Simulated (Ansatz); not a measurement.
**Structure relaxation of SiNi**

Computed with DFT PBE, scalar-relativistic, plane waves, PAW in Ansatz. Cutoff 420 eV, Γ-centred k mesh, Gaussian smearing, no spin polarisation in the final step.

The start is a database structure of SiNi, space group P2_13 (No. 198).

```yaml
crystal:
  lattice:
    - [4.49678, 0.00000, 0.00000]
    - [0.00000, 4.49678, 0.00000]
    - [0.00000, 0.00000, 4.49678]
  atoms:
    - { symbol: Si, position: [0.86010, 0.86010, 0.86010] }
    - { symbol: Si, position: [0.63990, 0.13990, 0.36010] }
    - { symbol: Si, position: [0.36010, 0.63990, 0.13990] }
    - { symbol: Si, position: [0.13990, 0.36010, 0.63990] }
    - { symbol: Ni, position: [0.14700, 0.14700, 0.14700] }
    - { symbol: Ni, position: [0.35300, 0.85300, 0.64700] }
    - { symbol: Ni, position: [0.64700, 0.35300, 0.85300] }
    - { symbol: Ni, position: [0.85300, 0.64700, 0.35300] }
```

Steps on the 4×4×4 mesh (8 atoms). 5 of 6 steps are shown, and the free energy counts from the last. Trial steps that were taken back and renewals of the plane-wave basis can be among the rows.

| step | ΔF (meV/atom) | V (Å³/atom) | P (GPa) | largest force component (eV/Å) |
| --- | --- | --- | --- | --- |
| 1 | 33.4 | 11.37 | 3.98 | 0.685 |
| 2 | 15.3 | 11.45 | 1.93 | 0.454 |
| 3 | 0.4 | 11.48 | 1.09 | 0.032 |
| 4 | 0.1 | 11.58 | -0.59 | 0.008 |
| 6 | 0.0 | 11.55 | -0.02 | 0.001 |

A final relaxation ran on a 8×8×8 mesh. The relaxed crystal, P2_13 (No. 198):

```cif
data_structure
_symmetry_space_group_name_H-M 'P2_13'
_symmetry_Int_Tables_number 198
_cell_length_a 4.5186
_cell_length_b 4.5186
_cell_length_c 4.5186
_cell_angle_alpha 90.000
_cell_angle_beta 90.000
_cell_angle_gamma 90.000
_cell_volume 92.26
loop_
_atom_site_label
_atom_site_type_symbol
_atom_site_symmetry_multiplicity
_atom_site_Wyckoff_symbol
_atom_site_fract_x
_atom_site_fract_y
_atom_site_fract_z
_atom_site_occupancy
Si1 Si 4 a 0.84641 0.84641 0.84641 1
Ni1 Ni 4 a 0.14884 0.14884 0.14884 1
```

* Volume per atom: 11.53 Å³
* Density: 6.25 g/cm³
* Energy over the elements: -0.40 eV/atom
* Gap on the 8×8×8 mesh: 0 eV (a metal)

Formation energies are uncorrected and refer to the elements' standard structures at the same level.

The final run used a 8×8×8 mesh on its 8-atom cell and 0.10 eV smearing. For metals, differences of a few meV/atom aren't resolved.

Symmetry constrained the relaxation, so the result can be a saddle point.

Cost: 3 runs of about 1 core-minutes in all, on Intel Xeon 6975P-C (Granite Rapids) (shared hosts).